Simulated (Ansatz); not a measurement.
Crystal: ZnCu.

```
Zn Cu
1.0
     2.94500    0.00000    0.00000
     0.00000    2.94500    0.00000
     0.00000    0.00000    2.94500
Zn Cu
1 1
Direct
  0.50000 0.50000 0.50000
  0.00000 0.00000 0.00000
```

| Item | Value |
| --- | --- |
| Program | Ansatz 0.2.0 |
| Task | relaxation of cell and atoms |
| Functional | RPBE |
| Potentials or basis | Ansatz PAW |
| Cutoff | 420 eV (not typed: the program's choice for these potentials) |
| k mesh | 9 × 9 × 9 |
| Occupations | fermi-dirac, width 0.05 eV |
| Spin | no spin polarisation |

At the start: volume 12.77 Å³/atom.

Question: How do energy, volume and symmetry change on relaxing?

Answer: It ends after 5 steps and the volume is 13.55 Å³/atom (+6.1 %); space group Pm-3m (No. 221, to 0.05 Å).

The path:
| step | energy change (eV) | largest force (eV/Å) | volume (Å³) |
| --- | --- | --- | --- |
| 1 | 0.0000 | 0.0000 | 25.54 |
| 2 | -0.0244 | 0.0000 | 26.40 |
| 3 | -0.0297 | 0.0000 | 27.03 |
| 4 | -0.0297 | 0.0000 | 27.11 |
| 5 | -0.0312 | 0.0000 | 27.11 |

Final structure:
```
CELL_PARAMETERS angstrom
3.00402 0.00000 0.00000
0.00000 3.00402 0.00000
0.00000 0.00000 3.00402
ATOMIC_POSITIONS crystal
Zn 0.50000 0.50000 0.50000
Cu 0.00000 0.00000 0.00000
```

Caveat: the plane-wave basis is chosen anew once the cell has moved, so the energies of steps on either side of that aren't comparable; the PAW data sets come from PBE, with cores solved anew for the run's functional, which leaves a small shift of forces and pressure.
